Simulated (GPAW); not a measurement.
Crystal: Cu.

```
CELL_PARAMETERS angstrom
0.00000 -1.80750 -1.80750
-1.80750 0.00000 -1.80750
1.80750 1.80750 -3.61500
ATOMIC_POSITIONS crystal
Cu 0.48555 0.50761 0.49795
Cu 0.01445 0.99239 0.00205
```

The cell isn't the ideal one: all atoms moved at random, sigma 0.05 Å a component.

* Program: GPAW 26.7.0
* Task: relaxation of the atoms
* Functional: optB88-vdW
* Potentials or basis: GPAW PAW data sets (gpaw-data 1.2.1)
* Cutoff: 600 eV
* Basis: pw
* k mesh: 10 × 10 × 6
* Occupations: fermi-dirac, width 0.05 eV
* Spin: no spin polarisation

At the start: volume 11.81 Å³/atom.

Q: Where does the relaxation end?

A: Over 18 steps the energy falls by 2.4 meV/atom; space group Fm-3m (No. 225, to 0.05 Å).

Step by step:
```csv
step,energy change (eV),largest force (eV/Å)
1,0.0000,0.1768
2,-0.0006,0.1570
3,-0.0015,0.1234
4,-0.0024,0.0905
5,-0.0031,0.0801
6,-0.0035,0.0904
7,-0.0039,0.0953
8,-0.0043,0.0829
9,-0.0047,0.0485
10,-0.0048,0.0159
11,-0.0048,0.0159
12,-0.0048,0.0154
13,-0.0048,0.0145
14,-0.0048,0.0137
15,-0.0048,0.0130
16,-0.0048,0.0120
17,-0.0048,0.0103
18,-0.0048,0.0096
```

Final structure:
```yaml
crystal:
  lattice:
    - [0.00000, -1.80750, -1.80750]
    - [-1.80750, 0.00000, -1.80750]
    - [1.80750, 1.80750, -3.61500]
  atoms:
    - { symbol: Cu, position: [0.50132, 0.49944, 0.50002] }
    - { symbol: Cu, position: [0.99868, 0.00056, 0.99998] }
```

Caveat: with this Cu data set, volumes or pressures lay over 1.5 % or 2 GPa off other programs in two to four cells of ten; later steps reuse the first step's grids; the PAW data sets were made with another functional, which shifts forces and pressure a little.
